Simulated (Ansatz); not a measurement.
# Abstraction of H: SbHF2 + C4H9 → SbF2 + C4H10

Species: SbHF2 `[F][SbH][F]`, singlet; C4H9 `[CH2]CCC`, doublet; SbF2 `[F][Sb][F]`, doublet; C4H10 `CCCC`, singlet. A radical takes H: the energy is the difference in strength between the Sb–H bond broken and the C–H bond made.

Shapes, held fixed at every level: PBE0-D4/def2-TZVP. Flexible molecules stand in one conformer, not always the lowest. Programs: Ansatz 0.2.0. The zero-point and thermal change to 298 K, harmonic and unscaled (PBE0-D4/def2-TZVP), is +18.6 kJ/mol.

```csv
level,kind,ΔH(298 K) (kJ/mol)
MP2/def2-SVP,perturbation theory,-164.6
MP2/def2-TZVPP,perturbation theory,-160.7
PBE-D4/def2-TZVPP,GGA,-151.5
r2SCAN-D4/def2-TZVPP,meta-GGA,-139.2
B3LYP-D4/def2-TZVPP,global hybrid,-148.2
BHLYP-D4/def2-TZVPP,global hybrid,-145.0
PBE0-D4/def2-TZVPP,global hybrid,-149.5
B2PLYP/def2-TZVPP,double hybrid,-152.6
```

B2PLYP/def2-TZVPP gives ΔH(298 K) = -152.6 kJ/mol; the levels span -164.6 to -139.2. The median of the levels is -150.5. No measured value is set beside it here. Open shells run unrestricted. For atoms past krypton def2 sets carry core potentials with scalar relativity. Outer-core shells of Sb are correlated in most correlated rows, in sets that cover them unevenly.

Every level makes hydrogen transfer from antimony to the primary butyl radical strongly exothermic, so the Sb–H bond is clearly weaker than the C–H bond that replaces it. The main reason is orbital match: the diffuse 5p-rich valence orbitals of antimony overlap poorly with the compact hydrogen 1s, whereas carbon's 2s and 2p orbitals overlap with it well. The radical left behind carries its unpaired electron largely in an antimony 5p orbital. The vibrational contribution works against the reaction, as expected when a soft Sb–H oscillator gives way to stiffer C–H motions.

The direction is therefore secure, but the exact bond-strength difference is less so. Exact exchange is not the main source of the spread: going from PBE to PBE0, or from B3LYP to BHLYP, makes the reaction only slightly less exothermic, while r2SCAN lies well apart from PBE with no exact exchange in either. The large driving force suggests an early, reactant-like transition state, but the reaction energy alone does not establish a low barrier or fast transfer.
